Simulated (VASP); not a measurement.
CaF2:

```
Ca F
1.0
     0.00000    2.75650    2.75650
     2.75650    0.00000    2.75650
     2.75650    2.75650    0.00000
Ca F
1 2
Direct
  0.00000 0.00000 0.00000
  0.75000 0.75000 0.75000
  0.25000 0.25000 0.25000
```

The cell comes from a database or a generator and needn't be the stable form of this composition.

Base run:

* Program: VASP 6.6.1
* Functional: PBE
* Potentials or basis: VASP PAW PBE potentials, release 64 (Ca_sv, F)
* Cutoff: 450 eV
* k mesh: 10 × 10 × 10
* Occupations: gaussian, width 0.02 eV
* Spin: no spin polarisation

Its results: band gap on the k mesh 7.12 eV, indirect (least direct gap 7.37 eV).

**Question.** The run is repeated on the same cell with these changes: functional from PBE to r2SCAN; further incar settings from ALGO = Fast; EDIFF = 1e-06 to ALGO = Normal; EDIFF = 1e-06. What comes out?

**Answer.** Band gap on the k mesh 7.79 eV, indirect (least direct gap 8.04 eV).
